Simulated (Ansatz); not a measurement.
Set up this calculation in Ansatz 0.2.0, as the native input.

```yaml
Task: projected density of states
Functional: PBE
Potentials_or_basis: Ansatz PAW
Cutoff: "420 eV (not typed: the program's choice for these potentials)"
k_mesh: 9 × 9 × 5
Occupations: fermi-dirac, width 0.05 eV
Spin: no spin polarisation
Hubbard_terms: Cu d U = 8 eV
Hubbard_projectors: ortho-atomic (the default)
Double_counting: fll (the default)
```

CuO:

```
Cu O
1.0
     1.99097   -2.15355    0.00000
     1.99097    2.15355    0.00000
     0.00000    0.00000    5.15593
Cu O
2 2
Direct
  0.50000 0.00000 0.00000
  0.00000 0.50000 0.50000
  0.50000 0.50000 0.25000
  0.50000 0.50000 0.75000
```

Measurements of this composition are mostly on another form, of space group No. 15.

These files were run (other wordings do the same):

input.yaml

```yaml
crystal:
  lattice:
    - [1.990968, -2.15355, 0.0]
    - [1.990968, 2.15355, 0.0]
    - [0.0, 0.0, 5.155928]
  atoms:
    - { symbol: Cu, position: [0.5, 0.0, 0.0] }
    - { symbol: Cu, position: [0.0, 0.5, 0.5] }
    - { symbol: O, position: [0.5, 0.5, 0.25] }
    - { symbol: O, position: [0.5, 0.5, 0.75] }
hamiltonian:
  xc: pbe
  pseudopotentials: { kind: paw }
  hubbard: { sites: [{ species: Cu, l: d, u_eff: 8.0 }] }
kpoints:
  mp_grid: { grid: [9, 9, 5] }
scf:
  occupations: { method: fermi_dirac, width: 0.05 }
  n_extra_bands: 10
output:
  forces: true
  stress: true
  eigenvalues: true
  dos: { projected: true, de: 0.05, nscf_kmesh: { grid: [14, 14, 8] } }
```

Potentials or basis: Ansatz PAW.

The run is started by

```bash
$ ansatz run input.yaml --threads 2 --pin off --max-ram 5632MiB --backend cpu --events-out ev --progress --plain --runs-dir out
```

Results of the run:

The pressure is 6.2 GPa, the band gap on the k mesh is none (metal or under the smearing width) and the density of states at the Fermi level is 1.92 states/eV per cell.

Caveat: the pressure holds a Pulay correction of +0.7 GPa for the finite cutoff; the run has no spin polarisation, though such a crystal can be magnetic; U without spin polarisation on a metal has little footing.

Run time: 14 s on 2 threads of Arm Neoverse V1, on a shared host, peak memory 0.56 GiB.
